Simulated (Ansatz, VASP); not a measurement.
I: VASP beside Ansatz

```
I
1.0
    -1.62817    1.62817    4.29305
     1.62817   -1.62817    4.29305
     1.62817    1.62817   -4.29305
I
1
Direct
  0.00000 0.00000 0.00000
```

Change from the starting cell: volume scaled by 1.02.

Alike in both runs: task single point; functional PBE; k mesh 11 × 11 × 11; occupations fermi-dirac, width 0.05 eV; no spin polarisation.

```csv
,VASP,Ansatz
version,VASP 6.6.1,Ansatz 0.2.0
potentials or method,"VASP PAW PBE potentials, release 64 (I)",Ansatz PAW
plane-wave cutoff (eV),520,420
valence electrons in the cell,7,17
```

```csv
,VASP,Ansatz,Ansatz less VASP
gap on the k mesh at the Fermi level (eV),none,none,-
pressure (GPa),-0.3,-0.3,+0.03
largest component of the traceless stress (GPa),0.45,0.42,-0.030
```

A gap of «none» marks a metal or a gap that the smearing closes. The two sets of potentials don't hold the same shells in valence.

Caveats: an odd number of electrons without spin polarisation forces a metal; a magnetic or distorted state may lie lower. Spin-orbit coupling is left out, which matters for the levels of I.
